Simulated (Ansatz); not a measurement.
# Mg (I4/mmm)

These are results of DFT PBE, scalar-relativistic, plane waves, PAW in Ansatz, not measurements.

Settings: cutoff 420 eV, Γ-centred mesh 22×22×22 on the computed 1-atom cell, Gaussian smearing of 0.10 eV; no spin polarisation.

The structure is relaxed at this level of theory with its symmetry kept, and needn't be the ground state of this composition.

```cif
data_structure
_symmetry_space_group_name_H-M 'P 1'
_symmetry_Int_Tables_number 1
_cell_length_a 3.6640
_cell_length_b 3.1040
_cell_length_c 3.1039
_cell_angle_alpha 72.343
_cell_angle_beta 53.829
_cell_angle_gamma 53.828
_cell_volume 22.95
loop_
_atom_site_label
_atom_site_type_symbol
_atom_site_fract_x
_atom_site_fract_y
_atom_site_fract_z
_atom_site_occupancy
Mg1 Mg 0.50000 0.50000 0.50000 1
```

| Quantity | Value |
| --- | --- |
| Space group | I4/mmm (No. 139) |
| Volume per atom | 154.9 bohr³ |
| Energy over the standard state (uncorrected) | +0.028 eV/atom |
| Kohn–Sham band gap | none (metal) |
| Density of states at the Fermi level | 0.4 states/eV per cell |
| Bader charge by site (e) | Mg (1 in the cell) 0.00 |

The cell was found from a structure generator's guess, not taken from experiment.
